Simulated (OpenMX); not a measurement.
Crystal: MnS.

```xyz
2
Lattice="0.0000 2.4735 2.4735 2.4735 0.0000 2.4735 2.4735 2.4735 0.0000" Properties=species:S:1:pos:R:3 pbc="T T T"
Mn    0.0000    0.0000    0.0000
S     3.7102    3.7102    3.7102
```

The cell is a database's computed one.

```yaml
Program: OpenMX 3.8.5
Task: single point
Functional: PBE
Potentials_or_basis: OpenMX 2013 PBE set, Mn6.0-s3p2d2, S7.0-s2p2d1f1, grid cutoff 400 Ry
k_mesh: 9 × 9 × 9
Occupations: fermi-dirac, width 0.05 eV
Spin: collinear spin, ferromagnetic start
Starting_moments: "[4.0, 0.0] μB"
```

On this cell: pressure 5.3 GPa; largest force zero by symmetry; net moment 0.24 μB per cell; site moments Mn +0.25; S -0.01 μB; band gap on the k mesh none (metal or under the smearing width).

The same run follows on a disturbed copy (atoms moved at random, drawn with an rms of 0.05 Å):

```xyz
2
Lattice="0.0000 2.4735 2.4735 2.4735 0.0000 2.4735 2.4735 2.4735 0.0000" Properties=species:S:1:pos:R:3 pbc="T T T"
Mn   -0.0059    0.0120   -0.0006
S     3.6968    3.6845    3.6093
```

What changes?

The energy (extrapolated to zero smearing) moves by +39.6 meV/atom; pressure 6.3 GPa; largest force 1.547 eV/Å; net moment 0.25 μB per cell; site moments Mn +0.26; S -0.01 μB; band gap on the k mesh none (metal or under the smearing width).

Forces in eV/Å, atoms in the order of the input:
```
Mn   0.143 -0.562 -1.434
S   -0.131  0.514  1.436
```

Caveats: the moment fell far below its start of 4 μB, so a state of higher moment may lie lower in energy; the basis of atomic orbitals isn't converged, which shifts pressures, moduli and gaps; semilocal functionals often make such compounds metallic where correlation or magnetic order opens a gap, which also shifts bond lengths.
